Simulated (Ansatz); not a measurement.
Ionic part of the dielectric constant of MgO at 6 GPa, mode by mode

Computed with DFT PBE, scalar-relativistic, plane waves, PAW in Ansatz. Plane waves to 420 eV; Γ-centred k mesh 10×10×10; fixed occupations. No spin polarisation. Phonons by linear response, acoustic sum rule imposed.

The structure is cubic, space group Fm-3m (No. 225). Conventional cell: a = 4.201 Å, b = 4.201 Å, c = 4.201 Å, α = 90.00°, β = 90.00°, γ = 90.00°. Mg (site symmetry m-3m) is surrounded by 6 O at 2.10 Å. Around O (site symmetry m-3m) lie 6 Mg at 2.10 Å.

The primitive cell has V = 18.54 Å³ and ε∞,zz = 3.195. Each polar mode adds Δε = (4.92064×10⁷/V)·S/ν² along z, with S its oscillator strength in e²/amu, ν in cm⁻¹ and V in Å³.

Question: From these modes, find each Δε and ε0,zz.
| ν (cm⁻¹) | S_zz (e²/amu) |
| --- | --- |
| 399.4 | 0.4073 |

Answer:
```csv
ν (cm⁻¹),Δε
399.4,6.78
```

The sum is 6.778, so ε0,zz = 9.97; the run's tensor has 9.97.

Question: Where do the longitudinal modes lie for a wave vector along z?

Answer: At 706 cm⁻¹. The Lyddane–Sachs–Teller product Π(ν_LO/ν_TO)² = 3.12 matches ε0/ε∞ = 3.12.

Cost: 1 run of about 0.35 core-minutes, on Intel Xeon Processor @ 2.50GHz (Skylake/Cascade Lake) (shared hosts).